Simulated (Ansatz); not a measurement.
# Structures of SrO: which is lowest?

Plane-wave DFT in Ansatz with scalar-relativistic PAW potentials, cutoff 420 eV, Γ-centred meshes chosen by cell and gap, Gaussian smearing with energies taken to zero width. Every cell was relaxed (cell and atoms) in a run of its own, within the symmetry of its start. Functional: LDA.

Relaxed structures (starts from databases or built by putting these elements on another compound's sites):
A. P6_3/mmc, 4 atoms in the computed cell, a = 3.478 Å, c = 6.086 Å; sites (symmetry × multiplicity) Sr -6m2 × 2, O -3m. × 2; start: database
B. Fm-3m, 2 atoms in the computed cell, a = 5.064 Å; sites (symmetry × multiplicity) Sr m-3m × 4, O m-3m × 4; start: database

**Question.** Rank them by energy. Could pressure change the order?

**Answer.**
```tsv
structure	group	E − E(lowest) (meV/atom)	V (Å³/atom)	gap on mesh (eV)
B	Fm-3m	0.0	16.24	3.12
A	P6_3/mmc	76	15.94	2.97
```

B is lowest, 76 meV/atom under A. The two lowest differ in volume by under 3 %, too little for a first-order estimate of what pressure does to that pair (other pairs aren't weighed here); with rigid cells even 3 % in favour of the higher one would need about 25 GPa. Other structures may lie lower than all of these, and vibrations aren't counted.

An odd mesh misses points on the zone edge, so a gap read on it can be too wide.